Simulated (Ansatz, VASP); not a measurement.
SiGe: VASP beside Ansatz

Contents of POSCAR:

```
SiGe
1.0
    3.2101506320      0.0000000000      0.0000000000
    0.0000000000      3.2101506320      0.0000000000
    0.0000000000      0.0000000000      3.2101506320
Ge Si
1 1
Direct
    0.0000000000      0.0000000000      0.0000000000
    0.5000000000      0.5000000000      0.5000000000
```

File INCAR.step1:

```
SYSTEM = SiGe
PREC = Accurate
ENCUT = 520
ISMEAR = -1
SIGMA = 0.02
LREAL = .False.
LASPH = .True.
NELM = 80
NBANDS = 16
GGA = PE
ALGO = Normal
EDIFF = 1E-4
LWAVE = .True.
LCHARG = .False.
```

File INCAR.step2:

```
SYSTEM = SiGe
PREC = Accurate
ENCUT = 520
EDIFF = 1E-7
ISMEAR = -1
SIGMA = 0.02
LREAL = .False.
LASPH = .True.
NELM = 80
ALGO = Normal
ISIF = 2
LWAVE = .False.
LCHARG = .False.
METAGGA = R2SCAN
LMIXTAU = .True.
IVDW = 12
VDW_S6 = 1.0
VDW_S8 = 0.78981345
VDW_A1 = 0.49484001
VDW_A2 = 5.73083694
NBANDS = 16
ISTART = 1
```

File KPOINTS:

```
Automatic mesh
0
Gamma
  6 6 6
  0 0 0
```

Input for Ansatz:

```yaml
crystal:
  lattice:
    - [3.210150632, 0.0, 0.0]
    - [0.0, 3.210150632, 0.0]
    - [0.0, 0.0, 3.210150632]
  atoms:
    - { symbol: Ge, position: [0.0, 0.0, 0.0] }
    - { symbol: Si, position: [0.5, 0.5, 0.5] }
kpoints:
  mp_grid: { grid: [6, 6, 6] }
hamiltonian:
  xc: r2scan
  dispersion: d3bj
scf:
  occupations: { method: fermi_dirac, width: 0.02 }
  n_extra_bands: 4
output:
  forces: true
  stress: true
  eigenvalues: true
```

Alike in both runs: task single point; functional r2SCAN; dispersion D3(BJ); k mesh 6 × 6 × 6; occupations fermi-dirac, width 0.02 eV; no spin polarisation.

|  | VASP | Ansatz |
| --- | --- | --- |
| version | VASP 6.6.1 | Ansatz 0.2.0 |
| potentials or method | VASP PAW PBE potentials, release 64 (Ge_d, Si) | plane waves |
| plane-wave cutoff (eV) | 520 | 500 |
| valence electrons in the cell | 18 | 18 |

VASP gave:

- pressure (GPa): 0.3
- dispersion energy (meV/atom): -183.7

Question: What did Ansatz give for the same quantities?

Answer: Pressure (GPa): 0.4; dispersion energy (meV/atom): -183.8.

Ansatz warned: «dispersion_damping_borrowed».

Caveats: the PAW data sets were made with another functional, which shifts forces and pressure a little (VASP); pairwise dispersion overbinds metals, which lowers pressure and volume.
